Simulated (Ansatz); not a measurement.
**GaCuSe2 (I-III-VI2 or I-V-VI2 ordering on rocksalt lattice): testing the settings of Wannier runs**

Aim: run 2 Wannier inputs for GaCuSe2 (I-III-VI2 or I-V-VI2 ordering on rocksalt lattice) as typed, and read from each log whether it ends well.

Method: plane waves, PAW; the settings change from run to run, as each input shows, in Ansatz 0.2.0.

2 further runs of the same task are left out: 2 that didn't finish.

## 1. The system as given

It takes space group R-3m (No. 166, trigonal). The conventional cell has a = 3.717 Å, b = 3.717 Å, c = 18.221 Å, α = 90.00°, β = 90.00°, γ = 120.00°. Cu (site symmetry -3m) is surrounded by 6 Se at 2.61 Å. Around Ga (site symmetry -3m) lie 6 Se at 2.64 Å. Around Se (site symmetry 3m) lie 3 Cu at 2.61 Å and 3 Ga at 2.64 Å.

Structure file:

```
CELL_PARAMETERS angstrom
1.85861 1.07307 6.07361
-1.85861 1.07307 6.07361
0.00000 -2.14614 6.07361
ATOMIC_POSITIONS crystal
Cu 0.00000 0.00000 0.00000
Ga 0.50000 0.50000 0.50000
Se 0.25135 0.25135 0.25135
Se 0.74865 0.74865 0.74865
```

The cell was relaxed beforehand with r2SCAN; those runs aren't shown. No spin polarisation is used; should the compound be magnetic, its bands and low-energy spectrum would differ.

## 2. Try 1

File input.yaml:

```yaml
crystal:
  lattice:
    - [1.8586133355, 1.0730709096, 6.0736081975]
    - [-1.8586133355, 1.0730709096, 6.0736081975]
    - [0.0, -2.1461418192, 6.0736081975]
  atoms:
    - { symbol: Cu, position: [1.0, 0.0, 0.0] }
    - { symbol: Ga, position: [0.5, 0.5, 0.5] }
    - { symbol: Se, position: [0.2513530218, 0.2513530218, 0.2513530218] }
    - { symbol: Se, position: [0.7486469782, 0.7486469782, 0.7486469782] }
kpoints:
  mp_grid: { grid: [6, 6, 6] }
  band_path:
    path:
      - [[0.0, 0.0, 0.0], [0.5, 0.5, 0.5], [0.8125233353157, 0.1874766646843, 0.5]]
      - [[0.5, -0.1874766646843, 0.1874766646843], [0.5, -1.634469107337e-16, 1.325057156981e-17], [0.0, 0.0, 0.0], [0.3437383323422, -0.3437383323422, 8.721355420607e-18]]
      - [[0.6562616676578, -4.417784978179e-17, 0.3437383323422], [0.5, 2.650114313962e-17, 0.5], [0.0, 0.0, 0.0]]
    npoints: 10
hamiltonian:
  xc: pbe
scf:
  occupations: { method: fermi_dirac, width: 0.02 }
  n_extra_bands: 11
output:
  forces: false
  stress: false
  eigenvalues: true
  wannier:
    kmesh: [6, 6, 6]
    projections: [{ species: Cu, l: d, shell: 3 }, { species: Se, l: p, shell: 4 }]
    minimise: true
    write_hr: true
    conv_tol: 1.0e-08
    max_iter: 1000
    disentanglement: { window: [-8.3, 23.51], frozen_window: [6.73, 14.78] }
  write_density: true
  write_potential: true
  elf: true
  volumetric_format: npy
```

On the command line:

```bash
$ ansatz run input.yaml --threads 4 --pin off --max-ram 3686MiB --backend cpu --events-out ev --progress --plain --runs-dir out
```

The log of the run:

```text
Warning: RAYON_NUM_THREADS=4 ignored (pool sized by the plan → 4); use --threads N
basis.fft_grid_basis auto: the FFT boxes are laid along the combinations [[1, -1, 0], [0, 1, 0], [0, -1, 1]] of the cell's own vectors, 3.717, 6.442 and 3.717 Å long. The dense box has 25×45×25 points. Along the cell's own vectors, as sized, it would have 45×45×45, 3.24 times as many. Of the 12 symmetry operations that the crystal satisfies within crystal.symmetry.tolerance (time reversal apart; of a slab, those that keep its plane) the dense box along the cell's own vectors carries 12, and the one as laid loses 8 of those. basis.fft_grid_basis: typed keeps the cell's own vectors: state it where this run's energies or levels are differenced outside the engine with another run's, or held beside a run that keeps those vectors. Those combinations have planes normal to reciprocal vector 3, as the cell's own vectors have. Each planar average written beside output.write_density, output.write_potential has a row for each plane of the box: 25. The volumetric files lie along those combinations, not along the cell's own vectors: a cube or XSF file states them, and fields.json those of NumPy files.
scf.n_extra_bands = 11 over 32 filled bands (N_el = 64.0): the run solves 43 bands
Engine: ansatz 0.2.0, aarch64-unknown-linux-gnu
Pseudopotentials: kind: paw
Pseudopotential: Cu, paw, valence charge 19, recommended cutoff 420 eV (normal), Cu.paw.azcp
Pseudopotential: Ga, paw, valence charge 13, recommended cutoff 420 eV (normal), Ga.paw.azcp
Pseudopotential: Se, paw, valence charge 16, recommended cutoff 420 eV (normal), Se.paw.azcp
Functional definition: PBE
  parameter kappa = 0.804
  parameter beta = 0.06672455060314922
  exchange = pbe_x(kappa = kappa, mu = beta*pi^2/3)
  correlation = pbe_c(beta = beta)
Crystal: 4 atoms, lattice volume = 72.680 Å³
Basis set: ecut = 420 eV, 1443 PW (Γ), FFT grids on a1−a2, a2, −a2+a3
Bands: 43, of which v1, the nominal top of the filled ones, is band 32 counted from 1 (31 counted from 0)
Symmetry: 12 space group operations
Space group: R-3m (ITA 166), of the structure as read, at distance tolerance 4.2e-5 Å
k-points: 32 of 216
Non-local potential: Cu, projectors of the file, l = 0: 3, l = 1: 2, l = 2: 3, l = 3: 1
Non-local potential: Ga, projectors of the file, l = 0: 2, l = 1: 2, l = 2: 3, l = 3: 1
Non-local potential: Se, projectors of the file, l = 0: 2, l = 1: 2, l = 2: 3, l = 3: 1
PAW form: soft (Blöchl's): semilocal exchange-correlation on the pseudo side does not see the compensation charge
PAW one-centre angular grid: Cu, 590 points (default); XC on 64 Gauss nodes
PAW one-centre angular grid: Ga, 590 points (default); XC on 64 Gauss nodes
PAW one-centre angular grid: Se, 590 points (default); XC on 64 Gauss nodes
Initial density: superposition of atomic densities (neutral atoms: chi_scale 0, normalization atom), corrected by the library's trained network
Initial wavefunctions: pseudopotential atomic-orbital guess
Functional: x = pbe(κ = 0.804, μ = 0.2195149727645171), c = pbe(β = 0.06672455060314922)
SCF iter   1: F=—  HF=-21347.292021 eV  |F-HF|=—  |Δ(HF+E_count)|=         —  Δρ=3.80e-3  dr2=5.79e-3  ethr=1.77e-3  ⟨swp⟩=5.4  Hψ=5136  notcnv=0  defer=6
preconditioner: auto → Kerker (q_TF=auto, 2.671 Å⁻¹)  [metal: Δε(μ)=0.044 eV  Ē_g=14.488 eV  σ=0.020 eV  W_gap=0.45  n_scr=28 (ndim 8)  ℏωp=26.1 eV  f_vac=0.006  D(μ)=2.72/eV (n_scr^D=22)]
SCF iter   2: F=—  HF=-21347.291638 eV  |F-HF|=—  |Δ(HF+E_count)|=   3.83e-4  Δρ=1.79e-3  dr2=1.67e-3  ethr=9.05e-6  ⟨swp⟩=2.0  Hψ=2322  notcnv=0  defer=121
SCF iter   3: F=—  HF=-21347.291435 eV  |F-HF|=—  |Δ(HF+E_count)|=   2.03e-4  Δρ=9.83e-4  dr2=5.18e-4  ethr=2.61e-6  ⟨swp⟩=2.2  Hψ=1759  notcnv=0  defer=121
SCF iter   4: F=—  HF=-21347.291327 eV  |F-HF|=—  |Δ(HF+E_count)|=   1.08e-4  Δρ=1.83e-4  dr2=3.56e-5  ethr=8.09e-7  ⟨swp⟩=2.0  Hψ=1576  notcnv=0  defer=121
SCF iter   5: F=—  HF=-21347.291340 eV  |F-HF|=—  |Δ(HF+E_count)|=   1.28e-5  Δρ=8.90e-5  dr2=1.31e-5  ethr=5.56e-8  ⟨swp⟩=2.3  Hψ=1847  notcnv=0  defer=121
SCF iter   6: F=—  HF=-21347.291339 eV  |F-HF|=—  |Δ(HF+E_count)|=   3.91e-7  Δρ=3.60e-5  dr2=1.79e-6  ethr=2.05e-8  ⟨swp⟩=2.1  Hψ=1916  notcnv=0  defer=121
SCF iter   7: F=—  HF=-21347.291339 eV  |F-HF|=—  |Δ(HF+E_count)|=   5.14e-7  Δρ=1.78e-5  dr2=5.94e-7  ethr=2.79e-9  ⟨swp⟩=2.0  Hψ=2011  notcnv=0  defer=121
SCF iter   8: F=—  HF=-21347.291339 eV  |F-HF|=—  |Δ(HF+E_count)|=   3.90e-8  Δρ=1.10e-5  dr2=1.63e-7  ethr=9.27e-10  ⟨swp⟩=2.0  Hψ=1817  notcnv=0  defer=121
SCF iter   9: F=-21347.291339 eV  HF=-21347.291339 eV  |F-HF|=7.23e-9  |Δ(HF+E_count)|=   4.26e-8  Δρ=3.34e-6  dr2=1.41e-8  ethr=1.56e-10  ⟨swp⟩=7.0  Hψ=4632  notcnv=0
SCF 1 converged in 9 iterations: F = -21347.291339 eV  dr2 = 1.41e-8
NSCF: frozen V_eff on 73 k-points
NSCF: frozen V_eff on 35 k-points
WARN: eigensolver did not converge (k=3): 1 band(s) unlocked after 20 sweeps at ethr=1.93e-12 eV (storage-precision floor; scheduled 1.00e-12 eV) (lowest unlocked band 42, counted from 0; max residual 4.48e-3 eV among the unlocked bands, 4.48e-3 eV over every band; other slots of this pass that fall short are told together in one closing line; warning suppressed until the next SCF loop or pass starts)
WARN: eigensolver did not converge in 2 slots of this pass, the one above among them; of largest residual over every band (k=3): 1 band(s) unlocked (lowest unlocked band 42, counted from 0; max residual 4.48e-3 eV among the unlocked bands, 4.48e-3 eV over every band); of lowest unlocked band (k=3): band 42
the Wannier pass solved 35 of the 216 points of its mesh, and has the states at the others by symmetry: states obtained by the crystal's operations at points that were solved too leave a residual of 3.91e-13 eV (read by the count's bands and the next), within 8.33e-6 eV
NSCF: frozen V_eff on 35 k-points
the Wannier pass solved 35 of the 216 points of its mesh, and has the states at the others by symmetry: states obtained by the crystal's operations at points that were solved too leave a residual of 4.65e-13 eV (read by the count's bands and the next), within 8.33e-6 eV
SCF converged after 9 iterations
Free energy (F): -21347.291339 eV
Harris-Foulkes:  -21347.291339 eV  (|F-HF|=7.23e-9)
Internal energy: -21347.287485 eV  (E = F + TS)
E sigma→0 (E₀):  -21347.289412 eV
Entropy (-TS):   -0.003854 eV (-0.963 meV/atom)
Fermi energy:    11.212928 eV
--- Per-component energies (eV) ---
  E_band       = -1144.206246
  E_kinetic    = 652.793251
  E_local      = -10976.655622  (includes V_loc(G=0)·N_el)
  E_nonlocal   = -366.843318
  E_hartree    = 5177.899786
  E_xc         = -366.074080
  E_vxc        = -368.698177  (∫ρ·V_xc dr)
  E_paw        = -7482.734519  (= ΣΔE_a)
  E_vpaw       = -440.601994  (= ΣTr[D̂ρ^β])
  E_aug_tail   = -0.001126  (compensation charges beyond the density's cutoff)
  E_ewald      = -7985.671859
  E_smearing   = -0.003854  (= −TS)
  E_closure    = -0.000000  (closes the sum)
  Σ components = -21347.291339   (vs F -21347.291339, Δ=0.00e0)
--- Band table (eV; the first three rows and the last of 32) ---
  k-point 0: bands = ["-100.8207", "-58.2373", "-58.2041", "-58.2041", "-36.5044", "-36.5044", "-36.5043", "-36.5043", "-36.5008", "-36.5008", "-36.4999", "-36.4999", "-36.4984", "-36.4981", "-3.6580", "-3.6580", "-3.6280", "-3.6030", "-3.6030", "-3.5154", "-1.9165", "3.8342", "8.0092", "8.0092", "8.9547", "8.9591", "8.9591", "10.2115", "10.2115", "10.2199", "11.2462", "11.2462", "11.3989", "13.9747", "15.3031", "15.3031", "17.5256", "19.4145", "19.4145", "19.4200", "20.6169", "21.0148", "21.0148"]
  k-point 1: bands = ["-100.8206", "-58.2373", "-58.2042", "-58.2041", "-36.5044", "-36.5043", "-36.5042", "-36.5041", "-36.5007", "-36.5007", "-36.5000", "-36.4999", "-36.4983", "-36.4980", "-3.7225", "-3.6521", "-3.6202", "-3.6090", "-3.5995", "-3.2267", "-1.7243", "4.1850", "7.3887", "7.9713", "8.0904", "8.8335", "8.9518", "9.1029", "9.4737", "10.1010", "10.4296", "10.7485", "13.1310", "14.1995", "15.9553", "16.2264", "17.6670", "18.1477", "19.3402", "19.6401", "19.7698", "21.2553", "21.5055"]
  k-point 2: bands = ["-100.8207", "-58.2373", "-58.2045", "-58.2042", "-36.5044", "-36.5043", "-36.5039", "-36.5038", "-36.5007", "-36.5005", "-36.5003", "-36.5000", "-36.4980", "-36.4978", "-3.8307", "-3.6467", "-3.6244", "-3.5991", "-3.5858", "-2.4619", "-1.4054", "4.6643", "6.1751", "6.3926", "7.7621", "8.1402", "8.8283", "8.9593", "9.2526", "9.7243", "10.1748", "10.2876", "12.2496", "13.8930", "16.4594", "17.3943", "17.4674", "18.4373", "19.4263", "20.1434", "20.3941", "21.4401", "23.2373"]
  k-point 31: bands = ["-100.8207", "-58.2373", "-58.2041", "-58.2041", "-36.5044", "-36.5044", "-36.5043", "-36.5043", "-36.5004", "-36.5004", "-36.5003", "-36.5003", "-36.4982", "-36.4982", "-3.6579", "-3.6579", "-3.6280", "-3.6030", "-3.6030", "-3.0067", "-2.6989", "5.7013", "6.6752", "8.0066", "8.0066", "8.9541", "8.9541", "9.2268", "10.2803", "10.2803", "11.0540", "11.0540", "13.5209", "14.2459", "16.2624", "16.2624", "17.2294", "18.1570", "18.1570", "18.5210", "20.5669", "20.7429", "20.9678"]
WARN: one of the run's output files is refused, and neither it nor the files that depend on it are written in full: <dir> frozen window holds 12 > num_wann = 11 bands at ik = 0 (ik counts from 0, the k-points of the .win, .mmn and .eig files from 1)
Error: frozen window holds 12 > num_wann = 11 bands at ik = 0 (ik counts from 0, the k-points of the .win, .mmn and .eig files from 1)
```

Run time: 9.9 s. Hardware: 4 threads of Arm Neoverse V2, shared host; peak memory 0.67 GiB.

Diagnosis: The run stopped with an error. The frozen window holds more states than there are functions. To mend it, project on all shells that make up the frozen bands, or narrow the frozen window.

## 3. Try 2

Changes to input.yaml since step 2:

```diff
@@ -33,7 +33,3 @@
     conv_tol: 1.0e-08
-    max_iter: 1000
-    disentanglement: { window: [-8.3, 23.51], frozen_window: [6.73, 14.78] }
-  write_density: true
-  write_potential: true
-  elf: true
-  volumetric_format: npy
+    max_iter: 3
+    disentanglement: { window: [1.32, 20.32], frozen_window: [5.32, 12.32] }
```

On the command line:

```bash
$ ansatz run input.yaml --threads 4 --pin off --max-ram 3686MiB --backend cpu --events-out ev --progress --plain --runs-dir out
```

The log of the run:

```text
Error: invalid value for `output.wannier.max_iter`: must be ≥ 5; got 3
```

Wall time 0.05 s (4 threads of Arm Neoverse V2, shared host); peak memory 0.086 GiB.

Refused before any calculation. The last message names the cause.

## 4. Summary

```tsv
try	settings	ended	fault	time
1	PBE, 11 functions, 6×6×6, window -8.3 to 23.51 eV, frozen 6.73 to 14.78 eV	stopped by an error	the frozen window holds more states than there are functions	9.9 s
2	PBE, 11 functions, 6×6×6, window 1.32 to 20.32 eV, frozen 5.32 to 12.32 eV	refused	see the message	0.05 s
```

In words: 1 stopped by an error, 1 refused. No run passed without a fault or warning, so no result is quoted.
